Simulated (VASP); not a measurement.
# TiS2 (P-3m1) in VASP: further runs

Aim: see how the results for TiS2 move with the level of theory and the settings. Levels: PBE, LDA. Tasks: single point.

Program: VASP 6.6.1. These are calculated values, not measurements. Logs are shortened: lines on timing, memory, paths and dates and some standing lists are left out, and cuts for length are marked.

### Step 1. Starting point

The structure is trigonal, space group P-3m1 (No. 164). The conventional cell has a = 3.411 Å, b = 3.411 Å, c = 5.741 Å, α = 90.00°, β = 90.00°, γ = 120.00°. Around Ti (site symmetry -3m) lie 6 S at 2.42 Å. S (site symmetry 3m) has 3 Ti at 2.42 Å as nearest neighbours.

### Step 2. Single point, PBE

The input, INCAR:

```
SYSTEM = TiS2
  PREC = Accurate
  ENCUT = 520
  EDIFF = 1E-6
  ISMEAR = -1
  SIGMA = 0.02
  LREAL = .FALSE.
  LASPH = .TRUE.
  NELM = 100
  ALGO = Normal
  ISIF = 2
  LWAVE = .FALSE.
  LCHARG = .FALSE.
  GGA = PE
  NBANDS = 19
```

The input, KPOINTS:

```
regular mesh
0
G
  12 12 4
  0 0 0
```

The input, POSCAR:

```
TiS2
1.0
    3.4109118719      0.0000000000      0.0000000000
   -1.7054559359      2.9539363312      0.0000000000
    0.0000000000      0.0000000000      5.7407101477
Ti S
1 2
Direct
    0.0000000000      0.0000000000      0.0000000000
    0.3333333333      0.6666666667      0.2448339576
    0.6666666667      0.3333333333      0.7551660424
```

Potentials or basis: VASP PAW PBE potentials, release 64 (Ti_sv, S).

Command:

```sh
cat potpaw_PBE.64/Ti_sv/POTCAR potpaw_PBE.64/S/POTCAR > POTCAR
mpirun -np 1 vasp_std > vasp.out
```

OUTCAR:

```text
SYSTEM = TiS2
   PREC = Accurate
   ENCUT = 520
   EDIFF = 1E-6
   ISMEAR = -1
   LREAL = .FALSE.
   LASPH = .TRUE.
   NELM = 100
   ISIF = 2
   GGA = PE

 ion  position               nearest neighbor table
   1  0.000  0.000  0.000-   2 2.42   3 2.42   3 2.42   2 2.42   3 2.42   2 2.42
   2  0.333  0.667  0.245-   1 2.42   1 2.42   1 2.42
   3  0.667  0.333  0.755-   1 2.42   1 2.42   1 2.42

  LATTYP: Found a hexagonal cell.
 ALAT       =     3.4109118719
 C/A-ratio  =     1.6830426476

  Lattice vectors:

 A1 = (   3.4109118719,   0.0000000000,   0.0000000000)
 A2 = (  -1.7054559359,   2.9539363312,   0.0000000000)
 A3 = (   0.0000000000,   0.0000000000,   5.7407101477)

Analysis of symmetry for initial positions (statically):
=====================================================================
 Subroutine PRICEL returns:
 Original cell was already a primitive cell.

 Routine SETGRP: Setting up the symmetry group for a
 hexagonal supercell.

 Subroutine GETGRP returns: Found 12 space group operations
 (whereof 12 operations were pure point group operations)
 out of a pool of 24 trial point group operations.

The static configuration has the point symmetry D_3d.

Analysis of symmetry for dynamics (positions and initial velocities):
=====================================================================
 Subroutine PRICEL returns:
 Original cell was already a primitive cell.

 Routine SETGRP: Setting up the symmetry group for a
 hexagonal supercell.

 Subroutine GETGRP returns: Found 12 space group operations
 (whereof 12 operations were pure point group operations)
 out of a pool of 24 trial point group operations.

The dynamic configuration has the point symmetry D_3d.

 Subroutine INISYM returns: Found 12 space group operations
 (whereof 12 operations are pure point group operations),
 and found     1 'primitive' translations

----------------------------------------------------------------------------------------

                                     Primitive cell

  volume of cell :      57.8412

  direct lattice vectors                    reciprocal lattice vectors
     3.410911872  0.000000000  0.000000000     0.293176733  0.169265666  0.000000000
    -1.705455936  2.953936331  0.000000000     0.000000000  0.338531332  0.000000000
     0.000000000  0.000000000  5.740710148     0.000000000  0.000000000  0.174194477

  length of vectors
     3.410911872  3.410911872  5.740710148     0.338531332  0.338531332  0.174194477

  position of ions in fractional coordinates (direct lattice)
     0.000000000  0.000000000  0.000000000
     0.333333333  0.666666667  0.244833958
     0.666666667  0.333333333  0.755166042

  ion indices of the primitive-cell ions
   primitive index   ion index
                 1           1
                 2           2
                 3           3

----------------------------------------------------------------------------------------

 KPOINTS: regular mesh

Automatic generation of k-mesh.
 Grid dimensions read from file:
 generate k-points for:   12   12    4

 Generating k-lattice:

  Cartesian coordinates                     Fractional coordinates (reciprocal lattice)
     0.024431394  0.014105472  0.000000000     0.083333333  0.000000000  0.000000000
     0.000000000  0.028210944  0.000000000     0.000000000  0.083333333  0.000000000
     0.000000000  0.000000000  0.043548619     0.000000000  0.000000000  0.250000000

  Length of vectors
     0.028210944  0.028210944  0.043548619

  Shift w.r.t. Gamma in fractional coordinates (k-lattice)
     0.000000000  0.000000000  0.000000000

 Subroutine IBZKPT returns following result:
 ===========================================

 Found     69 irreducible k-points:

 Following reciprocal coordinates:
            Coordinates               Weight
  0.000000  0.000000  0.000000      1.000000
  0.083333  0.000000  0.000000      6.000000
  0.166667 -0.000000  0.000000      6.000000
  0.250000  0.000000  0.000000      6.000000
  0.333333 -0.000000  0.000000      6.000000
  0.416667 -0.000000  0.000000      6.000000
[... 16 lines left out ...]
  0.166667 -0.000000  0.250000      6.000000
  0.000000  0.166667  0.250000      6.000000
 [... further k-points ...]
   k-points           NKPTS =     69   k-points in BZ     NKDIM =     69   number of bands    NBANDS=     19
   number of dos      NEDOS =    301   number of ions     NIONS =      3
   total plane-waves  NPLWV =  37632
   dimension x,y,z NGX =    28 NGY =   28 NGZ =   48
   dimension x,y,z NGXF=    56 NGYF=   56 NGZF=   96
   ions per type =               1   2
   NGX,Y,Z   is equivalent  to a cutoff of  13.65, 13.65, 13.90 a.u.
   NGXF,Y,Z  is equivalent  to a cutoff of  27.29, 27.29, 27.80 a.u.
 SYSTEM =  TiS2
   PREC   = accura    normal or accurate (medium, high low for compatibility)
   ISTART =      0    job   : 0-new  1-cont  2-samecut
   ICHARG =      2    charge: 1-file 2-atom 10-const
   ISPIN  =      1    spin polarized calculation?
   LNONCOLLINEAR =      F non collinear calculations
   LSORBIT =      F    spin-orbit coupling
   LASPH  =      T    aspherical Exc in radial PAW
   ENCUT  =  520.0 eV  38.22 Ry    6.18 a.u.   6.34  6.34 10.67*2*pi/ulx,y,z
   NELM   =    100;   NELMIN=  2; NELMDL= -5     # of ELM steps
   EDIFF  = 0.1E-05   stopping-criterion for ELM
   LREAL  =      F    real-space projection
   EDIFFG = 0.1E-04   stopping-criterion for IOM
   NSW    =      0    number of steps for IOM
   IBRION =     -1    ionic relax: 0-MD 1-quasi-New 2-CG
   NFREE  =      0    steps in history (QN), initial steepest desc. (CG)
   ISIF   =      2    stress and relaxation
   ISYM   =      2    0-nonsym 1-usesym 2-fastsym
   POTIM  = 0.5000    time-step for ionic-motion
   TEBEG  =    0.0;   TEEND  =   0.0 temperature during run
   PSTRESS=    0.0 pullay stress
   NELECT =      24.0000    total number of electrons
   NUPDOWN=      -1.0000    fix difference up-down
   EMIN   =  10.00;   EMAX   =-10.00  energy-range for DOS
   EFERMI =   0.00;   METHOD = LEGACY
   ISMEAR =    -1;   SIGMA  =   0.02  broadening in eV -4-tet -1-fermi 0-gaus
   EFERMI_NEDOS =   21; number of points for ismear=-14 and -15
   IALGO  =     38    algorithm
   IMIX   =      4    mixing-type and parameters
     AMIX     =   0.40;   BMIX     =  1.00
     AMIX_MAG =   1.60;   BMIX_MAG =  1.00
  volume/ion in A,a.u.               =      19.28       130.11
  Fermi-wavevector in a.u.,A,eV,Ry     =   1.221048  2.307447 20.285727  1.490959
  Thomas-Fermi vector in A             =   2.356244
   LORBIT       =      0    0 simple, 1 ext, 2 COOP (PROOUT), +10 PAW based schemes
   GGA     = PE    functional components
   LHFCALC =     F    Hartree Fock is set to
   AEXX    =    0.0000 exact exchange contribution
   IVDW    =     0    specifies the selected vdW correction
   LEPSILON=     F    determine dielectric tensor
   LRPA    =     F    only Hartree local field effects (RPA)
 non-spin polarized calculation
  energy-cutoff  :      520.00
  volume of cell :       57.84
 maximum number of plane-waves:      1579
 NGX is ok and might be reduce to    28
   NGX = 13   NGY = 13   NGZ = 21

 number of electron      24.0000002 magnetization

 Free energy of the ion-electron system (eV)
  ---------------------------------------------------
  ext. energy  EPLUGINS =         0.00000000
  ---------------------------------------------------
  free energy    TOTEN  =       -19.93467047 eV

  energy without entropy =      -19.93421824  energy(sigma->0) =      -19.93444435

 E-fermi :   5.3372     XC(G=0): -10.0292

 val. band max:        5.3129124735   @ k =   0.0000   0.0000   0.2500
 cond. band min:       5.3885269660   @ k =   0.0000   0.0000   0.0000
 fundamental gap:      0.0756144926
 Fermi energy:         5.3371522095

 k-point     1 :       0.0000    0.0000    0.0000
  band No.  band energies     occupation
      1     -52.3270      2.00000
      2     -28.5560      2.00000
      3     -28.5061      2.00000
      4     -28.5061      2.00000
      5      -8.4172      2.00000
      6      -6.7526      2.00000
[... 11 lines left out ...]
     18      11.4407      0.00000
     19      12.2135      0.00000

 k-point     2 :       0.0833    0.0000    0.0000
  band No.  band energies     occupation
      1     -52.3262      2.00000
      2     -28.5542      2.00000
      3     -28.5149      2.00000
      4     -28.5081      2.00000
      5      -8.3351      2.00000
      6      -6.7356      2.00000
[... 11 lines left out ...]
     18      11.9285      0.00000
     19      12.5616      0.00000

 k-point     3 :       0.1667   -0.0000    0.0000
  band No.  band energies     occupation
      1     -52.3240      2.00000
      2     -28.5497      2.00000
      3     -28.5386      2.00000
      4     -28.5135      2.00000
      5      -8.0993      2.00000
      6      -6.6898      2.00000
[... 11 lines left out ...]
     18      12.7360      0.00000
     19      13.3412      0.00000

 k-point     4 :       0.2500    0.0000    0.0000
  band No.  band energies     occupation
      1     -52.3210      2.00000
      2     -28.5712      2.00000
      3     -28.5430      2.00000
      4     -28.5209      2.00000
      5      -7.7435      2.00000
      6      -6.6305      2.00000
[... 11 lines left out ...]
     18      12.8654      0.00000
     19      13.7512      0.00000

 k-point     5 :       0.3333   -0.0000    0.0000
  band No.  band energies     occupation
      1     -52.3180      2.00000
      2     -28.6034      2.00000
      3     -28.5366      2.00000
      4     -28.5283      2.00000
      5      -7.3294      2.00000
      6      -6.5828      2.00000
[... 11 lines left out ...]
     18      12.5740      0.00000
     19      13.1954      0.00000
[... 334 lines left out ...]
      2     -28.5543      2.00000
      3     -28.5148      2.00000
      4     -28.5081      2.00000
      5      -8.2051      2.00000
      6      -6.9589      2.00000
[... 11 lines left out ...]
     18      12.0819      0.00000
     19      13.2271      0.00000

 k-point    22 :       0.0000    0.0833    0.2500
  band No.  band energies     occupation
      1     -52.3262      2.00000
      2     -28.5543      2.00000
      3     -28.5148      2.00000
      4     -28.5081      2.00000
      5      -8.2062      2.00000
      6      -6.9569      2.00000
[... 11 lines left out ...]
     18      12.0356      0.00000
     19      13.2968      0.00000

 k-point    23 :       0.1667   -0.0000    0.2500
  band No.  band energies     occupation
      1     -52.3240      2.00000
      2     -28.5497      2.00000
      3     -28.5386      2.00000
      4     -28.5135      2.00000
      5      -7.9711      2.00000
      6      -6.8942      2.00000
[... 11 lines left out ...]
     18      13.0475      0.00000
     19      13.4950      0.00000

 k-point    24 :       0.0000    0.1667    0.2500
  band No.  band energies     occupation
      1     -52.3240      2.00000
      2     -28.5497      2.00000
      3     -28.5386      2.00000
      4     -28.5135      2.00000
      5      -7.9806      2.00000
      6      -6.8785      2.00000
[... 11 lines left out ...]
     18      12.6712      0.00000
     19      13.8613      0.00000

 [... further k-points ...]
[... 5 lines left out ...]
  --------------------------------------------------------------------------------------
  -------------------------------------------------------------------------------------
  Total        0.3546377      0.3546377      0.9454164      0.0000000      0.0000000      0.0000000
  in kB        9.8233193      9.8233193     26.1876467      0.0000000      0.0000000      0.0000000
  external PRESSURE =      15.2780951 kB  Pullay stress =       0.0000000 kB

 VOLUME and BASIS-vectors are now :
 -----------------------------------------------------------------------------
  energy-cutoff  :      520.00
  volume of cell :       57.84
      direct lattice vectors                 reciprocal lattice vectors
     3.410911872  0.000000000  0.000000000     0.293176733  0.169265666  0.000000000
    -1.705455936  2.953936331  0.000000000     0.000000000  0.338531332  0.000000000
     0.000000000  0.000000000  5.740710148     0.000000000  0.000000000  0.174194477

 POSITION                                       TOTAL-FORCE (eV/Angst)
 -----------------------------------------------------------------------------------
      0.00000      0.00000      0.00000         0.000000      0.000000      0.000000
     -0.00000      1.96929      1.40552         0.000000      0.000000      0.108998
      1.70546      0.98465      4.33519        -0.000000     -0.000000     -0.108998
 -----------------------------------------------------------------------------------
    total drift:                                0.000000     -0.000000     -0.000000

  FREE ENERGIE OF THE ION-ELECTRON SYSTEM (eV)
  ---------------------------------------------------
  free  energy   TOTEN  =       -19.9346704671 eV

  energy  without entropy=      -19.9342182382  energy(sigma->0) =      -19.93444435
```

It took 93 s on 1 thread of AMD EPYC 7R13 (Zen 3), shared host; peak memory 0.19 GiB.

What came out:

* Free energy: -19.9347 eV
* Pressure: 1.5 GPa
* Largest force: 0.109 eV/Å
* Band gap on the k mesh: none (metal or under the smearing width)

Forces on the atoms (eV/Å):
```
Ti   0.000  0.000  0.000
S    0.000  0.000  0.109
S    0.000  0.000 -0.109
```

Stress tensor (GPa, compression positive):
```
0.98 0.00 0.00
0.00 0.98 0.00
0.00 0.00 2.62
```

Caveat: this functional lacks dispersion, which binds the layers, so the pressure and a relaxed spacing across them are unreliable.

### Step 3. Single point, LDA

The input, INCAR:

```
SYSTEM = TiS2
ALGO = Fast
EDIFF = 1E-6
ENCUT = 520
ISIF = 2
ISMEAR = -1
LASPH = .True.
LCHARG = .True.
LELF = .True.
LREAL = .False.
LVHAR = .True.
LWAVE = .False.
NBANDS = 19
NELM = 100
PREC = Accurate
SIGMA = 0.02
```

The input, KPOINTS:

```
k-points
0
Gamma
  12 12 4
  0 0 0
```

POSCAR is that of step 2.

Potentials or basis: VASP PAW LDA potentials, release 64 (Ti_sv, S).

Command:

```sh
cat potpaw_LDA.64/Ti_sv/POTCAR potpaw_LDA.64/S/POTCAR > POTCAR
mpirun -np 1 vasp_std > vasp.out
```

Wall time 2.2 min (1 thread of AMD EPYC 7R13 (Zen 3), shared host); peak memory 0.18 GiB.

Results (log left out):

```yaml
Free_energy: -21.9497 eV
Pressure: -5.0 GPa
Largest_force: 0.205 eV/Å
Band_gap_on_the_k_mesh: none (metal or under the smearing width)
```

Forces in eV/Å, atoms in the order of the input:
```
Ti   0.000  0.000  0.000
S    0.000  0.000 -0.205
S    0.000  0.000  0.205
```

Stress tensor (GPa, compression positive):
```
-5.75  0.00  0.00
 0.00 -5.75  0.00
 0.00  0.00 -3.58
```

Levels at points of the mesh, in eV from the Fermi level:
| k point | band 10 | band 11 | band 12 | band 13 | band 14 | band 15 |
| --- | --- | --- | --- | --- | --- | --- |
| (0.00, 0.00, 0.00) | -0.05 | 0.10 | 0.10 | 0.43 | 0.43 | 0.88 |
| (0.50, 0.00, 0.00) | -2.66 | -2.57 | -1.55 | 0.19 | 1.47 | 1.86 |
| (0.00, 0.00, 0.50) | -2.39 | -0.05 | -0.05 | 0.41 | 0.41 | 1.48 |
| (0.50, 0.00, 0.50) | -2.80 | -1.26 | -1.26 | -0.09 | 1.46 | 1.83 |
